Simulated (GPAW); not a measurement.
**CoO: relaxation of cell and atoms with PBEsol**

The system is CoO.

```
CELL_PARAMETERS angstrom
0.00000 2.13150 2.13150
2.13150 0.00000 2.13150
2.13150 2.13150 0.00000
ATOMIC_POSITIONS crystal
Co 0.00000 0.00000 0.00000
O 0.50000 0.50000 0.50000
```

| Property | Result |
| --- | --- |
| Program | GPAW 26.7.0 |
| Task | relaxation of cell and atoms |
| Functional | PBEsol |
| Potentials or basis | PAW data sets generated in the run's folder for this functional |
| Cutoff | 800 eV |
| Basis | pw |
| k mesh | 11 × 11 × 11 |
| Occupations | fermi-dirac, width 0.05 eV |
| Spin | collinear spin, ferromagnetic start |
| Starting moments | [2.0, 0.0] μB |
| Maxiter | 150 |
| Optimizer | BFGS |
| Fmax | 0.05 eV/Å |
| Max steps | 40 |
| Convergence | density=1e-05 forces=0.0001 |

The relaxed volume is 9.12 Å³/atom. The relaxed cell is a = 2.955 Å, b = 2.955 Å, c = 2.955 Å, α = 60.00°, β = 60.00°, γ = 60.00°, the space group after relaxing (to 0.05 Å) is Fm-3m (No. 225) and the energy gained by relaxing is 16.6 meV/atom. The ionic steps are 3, the pressure after relaxing is 0.3 GPa and the band gap on the k mesh is none (metal or under the smearing width). The net moment is 2.81 μB per cell. The site moments are Co +2.43; O +0.23 μB.

Step by step:
```tsv
step	energy change (eV)	largest force (eV/Å)	pressure (GPa)	volume (Å³)
1	0.0000	0.0000	-10.00	19.37
2	-0.0133	0.0000	-7.95	19.12
3	-0.0332	0.0000	0.32	18.24
```

Final structure:
```xyz
2
Lattice="0.0000 2.0892 2.0892 2.0892 0.0000 2.0892 2.0892 2.0892 0.0000" Properties=species:S:1:pos:R:3 pbc="T T T"
Co    0.0000    0.0000    0.0000
O     2.0892    2.0892    2.0892
```

Levels at points of the mesh, in eV from the Fermi level:
Spin up:
| k point | band 5 | band 6 | band 7 | band 8 | band 9 | band 10 | band 11 | band 12 | band 13 |
| --- | --- | --- | --- | --- | --- | --- | --- | --- | --- |
| (0.00, 0.00, 0.00) | -3.30 | -3.30 | -3.22 | -3.22 | -3.22 | 1.02 | 16.68 | 18.20 | 18.20 |
Spin down:
| k point | band 4 | band 5 | band 6 | band 7 | band 8 | band 9 |
| --- | --- | --- | --- | --- | --- | --- |
| (0.00, 0.00, 0.00) | -3.03 | -1.26 | -1.26 | -1.26 | -0.24 | -0.24 |

Wall time 120 s on 1 thread of Arm Neoverse V1 (shared host), peak memory 0.25 GiB.

Caveat: each step starts from the last one's moments, so a moment once lost doesn't come back; later steps reuse the first step's grids; a cell with one magnetic atom can't hold antiferromagnetic order, which such compounds often take; semilocal functionals often make such compounds metallic where correlation or magnetic order opens a gap, which also shifts bond lengths. With open d or f shells a metallic result of PBEsol can be an artefact of self-interaction; +U or a hybrid may open a gap.
